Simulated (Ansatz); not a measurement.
**TaN (P-6m2): one cell under locks on the spin (series 3)**

What does it cost to force the spins of TaN (P-6m2) into other sizes and orders? Cell and atoms stay fixed.

Method: DFT LDA+U (U_eff = 7 eV on Ta d), plane waves, PAW, no spin–orbit coupling unless a run says so, in Ansatz 0.2.0.

## Step 1: The system as given

Symmetry: P-6m2, No. 187, hexagonal system. Conventional cell: a = 2.938 Å, b = 2.938 Å, c = 2.883 Å, α = 90.00°, β = 90.00°, γ = 120.00°. Around Ta (site symmetry -6m2) lie 6 N at 2.23 Å. N (site symmetry -6m2) is surrounded by 6 Ta at 2.23 Å.

Coordinates:

```cif
data_structure
_symmetry_space_group_name_H-M 'P 1'
_symmetry_Int_Tables_number 1
_cell_length_a 2.9380
_cell_length_b 2.9380
_cell_length_c 2.8830
_cell_angle_alpha 90.000
_cell_angle_beta 90.000
_cell_angle_gamma 120.000
_cell_volume 21.55
loop_
_atom_site_label
_atom_site_type_symbol
_atom_site_fract_x
_atom_site_fract_y
_atom_site_fract_z
_atom_site_occupancy
Ta1 Ta 0.33333 0.66667 0.50000 1
N1 N 0.00000 0.00000 0.00000 1
```

The runs: site moments held (series factor 0.95; the input gives the size); site moments held (series factor 0.6; the input gives the size); total moment held at first, then free, 1.00 μB per cell.

An earlier series on this cell reached its lowest free state from «ferromagnetic start, free, natural orbitals of the symmetric run filled by rank», perhaps among other starts (it ended without moments).

## Step 2: Site moments held (series factor 0.95; the input gives the size)

Contents of input.yaml:

```yaml
crystal:
  lattice:
    - [2.93800111, 0.0, 0.0]
    - [-1.46900055, 2.5443836, 0.0]
    - [0.0, 0.0, 2.88300221]
  atoms:
    - { symbol: Ta, position: [0.3333333333, 0.6666666667, 0.5], spin: 1.9 }
    - { symbol: "N", position: [0.0, 0.0, 0.0] }
basis:
  ecutwfc: 420
  ecutrho_ratio: 4
kpoints:
  mp_grid: { grid: [7, 7, 7] }
hamiltonian:
  xc: lda
  hubbard:
    sites:
      - { site: 0, l: d, u_eff: 7.0, starting_ns: [{ spin: up, occupation_matrix: s0up }, { spin: down, occupation_matrix: s0down }] }
    occupation_matrices:
      s0up:
        matrix:
          - [0.96969, 0.0, 0.0, -0.01709, 0.0]
          - [0.0, 0.02, 0.0, 0.0, 0.0]
          - [0.0, 0.0, 0.02, 0.0, 0.0]
          - [-0.01709, 0.0, 0.0, 0.02031, 0.0]
          - [0.0, 0.0, 0.0, 0.0, 0.97]
      s0down:
        matrix:
          - [0.02, 0.0, 0.0, 0.0, 0.0]
          - [0.0, 0.02, 0.0, 0.0, 0.0]
          - [0.0, 0.0, 0.02, 0.0, 0.0]
          - [0.0, 0.0, 0.0, 0.02, 0.0]
          - [0.0, 0.0, 0.0, 0.0, 0.02]
    ns_hold: { iters: 8 }
scf:
  occupations: { method: gaussian, width: 0.05 }
  lower_state_search: "off"
  max_iter: 150
output:
  forces: true
  stress: true
  eigenvalues: true
  populations: true
  hubbard: { sites: [{ site: 0, l: d }] }
magnetization:
  spin_polarized: true
  spin_locking: { lock_spins: true }
```

The typed matrices put 0.97 on the chosen orbitals and 0.02 on the others, and are held for 8 cycles. The lock stays on to the end, so the result is a constrained state.

Run with:

```bash
ansatz run input.yaml --threads 2 --pin off --max-ram 3072MiB --backend cpu --events-out ev --progress --plain --runs-dir out
```

What it wrote (excerpt; [...] marks lines left out):

```text
Warning: crystal.symmetry: narrowed to the stabiliser of the occupation matrices — unitary ops 12 → 4; lowered by the specified shell (site 0, l: d); largest admitted image defect 3.7e-9, smallest excluded 7.1e-1 — at a splitting's scale: the group the occupation matrices' own texture admits
Warning: output.stress: scf.convergence.dr2_threshold = 1e-7 eV (the SCF's general default) is looser than the 2e-10 eV advised for a printed stress (1e-10 eV for each atom of the cell: 2). What an SCF threshold leaves in a stress goes as its square root, and in the free energy as the [...]
Warning: output.stress: the lock of the moments that magnetization.spin_locking holds to the close lets an SCF meet its threshold on dr2 anywhere within the lock's freeze window, and the stress can move with the moments there: no threshold on dr2 bounds that. The window is the square root [...]
Warning: RAYON_NUM_THREADS=2 ignored (pool sized by the plan → 2); use --threads N
Ta: projections on atomic orbitals take those of the free atom [Kr 4d10 4f14] 5s2 5p6 5d3 6s2, of charge +0.00 (hamiltonian.pseudopotentials.projection_atoms); the dataset's partial waves leave at most 6.0e-5 of an orbital's norm unspanned inside its sphere
N: projections on atomic orbitals take those of the free atom [He] 2s2 2p3, of charge +0.00 (hamiltonian.pseudopotentials.projection_atoms); the dataset's partial waves leave at most 9.3e-9 of an orbital's norm unspanned inside its sphere
[...]
Pseudopotentials: kind: paw
Pseudopotential: Ta, paw, valence charge 13, recommended cutoff 420 eV (normal), Ta.paw.azcp
Pseudopotential: N, paw, valence charge 5, recommended cutoff 420 eV (normal), N.paw.azcp
Functional definition: SPW92
[...]
Crystal: 2 atoms, lattice volume = 21.552 Å³
Basis set: ecut = 420 eV, 405 PW (Γ)
Bands: 14, of which v1, the nominal top of the filled ones, is band 9 counted from 1 (8 counted from 0)
Symmetry: 4 space group operations
k-points: 64 of 343 (time reversal used)
[...]
Starting moments: Σ|m| = 1.9 μB on 1 of 2 sites
[...]
WARN: magnetisation constraint 0 stalled: max|Δm| = 2.93e-1 μB after 5.66e-1 (insufficient decrease); penalty doubled to λ_eff = 2.000 eV/μB² (escalation 1) — a constraint that keeps stalling ends the run as non-convergence; consider a larger constraint lambda
WARN: hamiltonian.hubbard: on 1 of 2 specified blocks the occupation matrix of this SCF's result fails the test of the specified filling. At site 0 ↑ (sites count from 0 in the list of atoms of the cell that this SCF solves) the least filled combination of the orbitals specified full has [...]
--- Magnetisation constraints (ε_frz = 1.0e-4 eV) ---
  site  kind      target   achieved (μB)  |Δ|max (μB)  g (eV/μB)  λ_eff  esc  ok   flags
  0     per_site  +1.9000  +1.9004        4.48e-4      -7.71e0    2.000  1    yes
Free energy (F): -10046.086004 eV
[...]
E sigma→0 (E₀):  -10046.085621 eV
Entropy (-TS):   -0.000766 eV (-0.383 meV/atom)
Fermi energy:    18.601301 eV
[...]
--- Specified on-site occupations, and those of the state reported ---
  electrons in the specified blocks: 2.1000 specified, 4.0239 found
  site 0 (l=d) ↑: largest change of an orbital's occupation 0.8270; electrons 2.0000 specified, 3.5665 found; spectral distance 1.0610
  site 0 (l=d) ↓: largest change of an orbital's occupation 0.1070; electrons 0.1000 specified, 0.4574 found; spectral distance 0.1730
--- Forces (eV/Å), atoms counted from 1 ---
  atom   1  Ta    -0.00000000    -0.00000067     0.00000000
  atom   2  N      0.00000000     0.00000095     0.00000000
[...]
--- Stress (GPa, compression-positive) ---
       39.087685      -0.000000       0.000000
       -0.000000      39.087678       0.000000
        0.000000       0.000000      34.173838
  P = ⅓ Tr σ = 37.4497 GPa (374.497 kbar)
--- Band table (eV; the first three rows and the last of 128) ---
  k-point 0 ↑: bands = ["-53.9244", "-20.3244", "-20.0111", "-20.0111", "2.1262", "11.7476", "11.7764", "11.7764", "17.0756", "18.2893", "18.2893", "20.8689", "20.8689", "21.0494"]
[...]
Occupation matrices written to <dir>
--- Löwdin populations: 2 sites ---
  site symbol       q [e]    m [muB]
     0     Ta     12.3897     3.2202
     1      N      5.5412    -1.2472
  spilling = 0.003838 (of n_electrons = 18.000000)
--- Occupation matrices: 1 shell (run DFT+U table (all-electron-ortho-atomic); ε = 4.30e-4) ---
  Ta0 d_5D: site group D3h (-6m2)
  Ta0 d_5D up     Tr n = 3.5665  λ = 0.606 0.633 0.633 0.847 0.847  [z2 1.00 A1'(1.00) | 2× xz 0.50 E''(1.00) | 2× x2-y2 0.50 E'(1.00)]
  Ta0 d_5D dn     Tr n = 0.4574  λ = 0.057 0.073 0.073 0.127 0.127  [z2 1.00 A1'(1.00) | 2× x2-y2 0.50 E'(1.00) | 2× xz 0.50 E''(1.00)]
  specified occupation → Ta0 d_5D up: matrix, ‖Δ‖_F = 1.2580, Tr Δ = -1.5665, displaced = 1.2696, d_λ = 1.0610; orbital distance = 1.4140
  specified occupation → Ta0 d_5D dn: matrix, ‖Δ‖_F = 0.1730, Tr Δ = -0.3574, displaced = 0.1787, d_λ = 0.1730; orbital distance = 0.0000
  Tr n, λ and their labels are of the run-group-symmetrised matrices; stabiliser: 12 of 24 elements of G0×{1,Θ} (closed), max defect 6.8e-7 at τ = 9.1e-5
```

Run time: 21 s. Hardware: 2 threads of Intel Xeon Platinum 8488C (Sapphire Rapids), shared host; peak memory 0.38 GiB.

End state: no gap, pressure 37.4 GPa, moments in spheres Ta 1.90; N -1.02 μB, largest force component 0.00 eV/Å, 4 symmetry operations imposed. The program reports that the typed filling wasn't kept. The constraint stalled on the way, as the log tells.

The shells' filling, with natural orbitals sorted by occupation:

```
         shell  channel  electrons  over 0.8  0.2 to 0.8  under 0.2
Ta 5d (atom 1)       up       3.57         2           3          0
Ta 5d (atom 1)     down       0.46         0           0          5
```

[end of part 1 of 2]
